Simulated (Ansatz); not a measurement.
# Cu2O: the cell at several levels of theory

The task here is to estimate one member of a computed series from the others.

The COD entry's cell or inner coordinates are ideal or old and differ from later refinements, so a difference from it is no clean test against experiment.

Program: Ansatz 0.2.0. PAW datasets, plane waves, zero pressure. Calculated at 0 K for a non-magnetic cell.

## The system as given

Space group Pn-3m (No. 224), cubic; conventional cell a = 4.260 Å, 12.88 Å³ an atom. Near Cu stand 2 O at 1.84 Å; near O stand 4 Cu at 1.84 Å.

Coordinates:

```
Cu O
1.0
     4.26000    0.00000    0.00000
     0.00000    4.26000    0.00000
     0.00000    0.00000    4.26000
Cu O
4 2
Direct
  0.25000 0.25000 0.25000
  0.25000 0.75000 0.75000
  0.75000 0.75000 0.25000
  0.75000 0.25000 0.75000
  0.00000 0.00000 0.00000
  0.50000 0.50000 0.50000
```

Set-up of the first run:

input.yaml reads:

```yaml
crystal:
  lattice:
    - [4.26, 0.0, 0.0]
    - [0.0, 4.26, 0.0]
    - [0.0, 0.0, 4.26]
  atoms:
    - { symbol: Cu, position: [0.25, 0.25, 0.25] }
    - { symbol: Cu, position: [0.25, 0.75, 0.75] }
    - { symbol: Cu, position: [0.75, 0.75, 0.25] }
    - { symbol: Cu, position: [0.75, 0.25, 0.75] }
    - { symbol: O, position: [0.0, 0.0, 0.0] }
    - { symbol: O, position: [0.5, 0.5, 0.5] }
kpoints:
  mp_grid: { grid: [6, 6, 6] }
hamiltonian:
  xc: pbe
scf:
  occupations: { method: fermi_dirac, width: 0.02 }
relax:
  f_tol: 0.005
  cell: {}
```

Run with:

```console
$ ansatz run input.yaml --threads 4 --pin off --max-ram 7372MiB --backend cpu --events-out ev --progress --plain --runs-dir out
```

Among the steps run: Relaxing with PBE; Relaxing with r2SCAN; Relaxation with PBEsol; Relaxing with LDA.

One of the session's tables, all rows but one given; the rest of the session is left out.

```
 level  a (Å)  volume (Å³/atom)
   PBE  4.298            13.237
r2SCAN  4.246            12.759
PBEsol  4.223            12.549
   LDA      ?                 ?
```

Q: Estimate the row for LDA from the others.

The run gave: a (Å): 4.167; volume (Å³/atom): 12.056. In the column «a (Å)» it is the lowest.

What this shows: The first relaxation changed the volume by +2.7 % from the start. The volume runs from LDA (least) to PBE (most), a spread of 9.8 %, or 3.2 % in length if all axes shared it alike.
